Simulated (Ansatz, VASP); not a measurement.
Mg4H in VASP and in Ansatz

The input INCAR:

```
PREC     = Accurate       # precision mode
ENCUT    = 520            # plane-wave cutoff, eV
EDIFF    = 1E-6           # SCF threshold, eV
ISMEAR   = 0              # smearing method
SIGMA    = 0.1            # smearing width, eV
LREAL    = False          # projectors in reciprocal space
LASPH    = True           # aspherical terms in the spheres
NELM     = 80             # most SCF steps
ALGO     = Normal         # electronic algorithm
ISIF     = 2              # what is computed and relaxed
LWAVE    = False          # write WAVECAR
LCHARG   = False          # write CHGCAR
LDIPOL   = True         
IDIPOL   = 3            
DIPOL    = 0.5 0.5 0.495
GGA      = PS             # functional
NBANDS   = 12             # bands
```

Contents of KPOINTS:

```
regular mesh
0
Gamma
  9 9 1
```

File POSCAR:

```
Mg4H
1.0
    3.1837023370      0.0000000000      0.0000000000
   -1.5918511685      2.7571671019      0.0000000000
    0.0000000000      0.0000000000     26.7081898776
Mg H
4 1
Direct
    0.6666666667      0.3333333333      0.3182544395
    0.3333333333      0.6666666666      0.4146106426
    0.6666666667      0.3333333333      0.5090329198
    0.3333333333      0.6666666666      0.6065324327
    0.3333333333      1.1666666666      0.6240695750
```

Input for Ansatz:

```yaml
crystal:
  lattice:
    - [3.183702337, 0.0, 0.0]
    - [-1.5918511685, 2.7571671019, 0.0]
    - [0.0, 0.0, 26.7081898776]
  atoms:
    - { symbol: Mg, position: [0.6666666667, 0.3333333333, 0.3182544395] }
    - { symbol: Mg, position: [0.3333333333, 0.6666666666, 0.4146106426] }
    - { symbol: Mg, position: [0.6666666667, 0.3333333333, 0.5090329198] }
    - { symbol: Mg, position: [0.3333333333, 0.6666666666, 0.6065324327] }
    - { symbol: H, position: [0.3333333333, 1.1666666666, 0.624069575] }
basis:
  ecutwfc: 420
kpoints:
  mp_grid: { grid: [9, 9, 1] }
hamiltonian:
  xc: pbesol
scf:
  occupations: { method: gaussian, width: 0.1 }
output:
  forces: true
  stress: true
  eigenvalues: true
  write_density: true
  write_potential: true
  elf: true
  volumetric_format: npy
efield:
  axis: 3
  dipole_correction: true
  ramp_width: 0.04
```

Alike in both runs: task single point; functional PBEsol; k mesh 9 × 9 × 1; occupations gaussian, width 0.1 eV; no spin polarisation.

|  | VASP | Ansatz |
| --- | --- | --- |
| version | VASP 6.6.1 | Ansatz 0.2.0 |
| potentials or method | VASP PAW PBE potentials, release 64 (Mg, H) | scalar-relativistic, plane waves, PAW |
| plane-wave cutoff (eV) | 520 | 420 |
| valence electrons in the cell | 9 | 41 |

```tsv
	VASP	Ansatz	Ansatz less VASP
gap on the k mesh at the Fermi level (eV)	none	none	-
rms of the force components (eV/Å)	0.516	0.512	-0.0043
```

Atom by atom the forces differ by 0.004 eV/Å (rms over components). A gap of «none» marks a metal or a gap that the smearing closes. The two sets of potentials don't hold the same shells in valence.

Caveats: the PAW data sets were made with another functional, which shifts forces and pressure a little (VASP).
